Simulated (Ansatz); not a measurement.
# Cd under changes of volume

One of the cells (21.827 Å³/atom); the others are scaled copies at fixed shape and fractional positions:

```
CELL_PARAMETERS angstrom
0.00000 2.21815 2.21815
2.21815 0.00000 2.21815
2.21815 2.21815 0.00000
ATOMIC_POSITIONS crystal
Cd 0.00000 0.00000 0.00000
```

This isn't the form of Cd at room conditions, which is hcp.

| Item | Value |
| --- | --- |
| Program | Ansatz 0.2.0 |
| Functional | PBE |
| Potentials or basis | Ansatz PAW |
| Cutoff | 420 eV (not typed: the program's choice for these potentials) |
| k mesh | 10 × 10 × 10 |
| Occupations | fermi-dirac, width 0.05 eV |
| Spin | no spin polarisation |

| volume (Å³/atom) | energy over the lowest point (meV/atom) | pressure (GPa) |
| --- | --- | --- |
| 20.518 | 41.61 | 6.2 |
| 20.954 | 26.65 | 4.7 |
| 21.391 | ? | ? |
| 21.827 | 7.32 | 2.3 |
| 22.264 | 2.30 | 1.3 |
| 22.701 | 0.00 | 0.3 |
| 23.137 | 0.11 | -0.5 |

What does the run at 21.391 Å³/atom give?

Energy over the lowest point 15.33 meV/atom; pressure 3.4 GPa.

Worked out: A Birch-Murnaghan fit of order 3 (a polynomial in V^(-2/3)) to the other rows has its minimum at 22.89 Å³/atom with B0 = V·E''(V) = 45 GPa and B' = 4.3. It gives 15.32 meV/atom at 21.391 Å³/atom, against the run's 15.33, and -dE/dV = 3.5 GPa, against 3.4.

Energies are extrapolated to zero smearing.
